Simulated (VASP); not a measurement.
The system is Pd.

```
CELL_PARAMETERS angstrom
0.00000 1.94650 1.94650
1.94650 0.00000 1.94650
1.94650 1.94650 0.00000
ATOMIC_POSITIONS crystal
Pd 0.00000 0.00000 0.00000
```

Base run:

- Program: VASP 6.6.1
- Functional: PBE
- Potentials or basis: VASP PAW PBE potentials, release 64 (Pd)
- Cutoff: 500 eV
- k mesh: 12 × 12 × 12
- Occupations: fermi-dirac, width 0.05 eV
- Spin: no spin polarisation

Its results: pressure 6.6 GPa.

Q: After a change of settings the same cell gave: pressure 1.5 GPa. Which change was it?
A. potentials or basis from VASP PAW PBE potentials, release 64 (Pd) to VASP PAW PBE potentials, release 64 (Pd_sv_GW); cutoff from 500 eV to 600 eV; further incar settings from ALGO = Normal; EDIFF = 1e-06 to ALGO = Normal; EDIFF = 1e-06; NBANDS = 15; valence electrons from 10 to 18
B. functional from PBE to TPSS; cutoff from 500 eV to 520 eV
C. cutoff from 500 eV to 520 eV; occupations from fermi-dirac, width 0.05 eV to gaussian, width 0.027 eV; further incar settings from ALGO = Normal; EDIFF = 1e-06 to ALGO = Fast; EDIFF = 1e-06
D. functional from PBE to PBEsol; cutoff from 500 eV to 520 eV; further incar settings from ALGO = Normal; EDIFF = 1e-06 to ALGO = Normal; EDIFF = 1e-07; NBANDS = 11

A: B.

Caveats: the PAW data sets were made with another functional, which shifts forces and pressure a little (some runs).

Not every run made on this cell is shown here.
